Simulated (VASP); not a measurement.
Energy against volume of LiI (rock salt). These are PBE0 hybrid, VASP's PBE PAW potentials (set 64) (plane waves; VASP) values and carry that method's errors. Settings: 520 eV cut-off, 6×6×6 Γ-centred mesh, Gaussian smearing of 0.050 eV, potentials Li_sv I.

```tsv
V (Å³/atom)	E (eV/atom)
24.817	-3.57910
25.635	-3.58627
26.453	-3.58931
27.271	-3.58884
```

Problem. Fit these four points and predict the energy of the run at 28.089 Å³/atom.

Solution. A cubic in V^(−2/3), the third-order Birch-Murnaghan form, passes through the four points with V0 = 26.74 Å³/atom and B0 = 21 GPa, and gives -3.5854 eV/atom there. The run gave -3.5854 eV/atom, -0.0 meV/atom from the fit; all five points give B0 = 21 GPa.

The compound is LiI in the rock salt structure. It was relaxed first. The cell's shape comes from a PBE relaxation.
